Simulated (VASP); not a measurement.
The system is Al.

```
Al
1.0
     0.00000    2.02481    2.02481
     2.02481    0.00000    2.02481
     2.02481    2.02481    0.00000
Al
1
Direct
  0.00000 0.00000 0.00000
```

Program: VASP 6.6.1. Alike in all runs: task band structure; potentials or basis VASP PAW PBE potentials, release 64 (Al); no spin polarisation; cell as given; k mesh 11 × 11 × 11; cutoff (eV) 520; smearing fermi-dirac 0.05 eV.

Q: Order these runs on this cell by their pressure, lowest first.
A. level M06-L
B. level SCAN
C. level LAK

A: A (-7.0 GPa), C (-4.0 GPa), B (-2.2 GPa).

Caveats: the PAW data sets were made with another functional, which shifts forces and pressure a little.

Runs at the PBE level aren't shown here.
